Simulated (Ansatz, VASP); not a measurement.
## Ge in VASP and in Ansatz

```
CELL_PARAMETERS angstrom
1.48805 -2.59469 0.00000
1.48805 2.59469 0.00000
0.00000 0.00000 4.72760
ATOMIC_POSITIONS crystal
Ge 0.66655 0.33345 0.25000
Ge 0.33345 0.66655 0.75000
```

Alike in both runs: task single point; functional PBE; k mesh 6 × 6 × 4; occupations methfessel-paxton of order 1, width 0.036 eV; no spin polarisation.

|  | VASP | Ansatz |
| --- | --- | --- |
| version | VASP 6.6.1 | Ansatz 0.2.0 |
| potentials or method | VASP PAW PBE potentials, release 64 (Ge_d) | scalar-relativistic, plane waves, PAW |
| plane-wave cutoff (eV) | 520 | 420 |
| valence electrons in the cell | 28 | 28 |

```csv
,VASP,Ansatz,Ansatz less VASP
gap on the k mesh at the Fermi level (eV),none,none,-
pressure (GPa),3.2,3.2,-0.01
largest component of the traceless stress (GPa),4.07,4.07,0.000
rms of the force components (eV/Å),0.003,0.003,0.0000
```

Atom by atom the forces differ by 0.000 eV/Å (rms over components). A gap of «none» marks a metal or a gap that the smearing closes.

Caveats: the k mesh is coarse (spacing up to 0.41 Å⁻¹), so the values aren't converged.
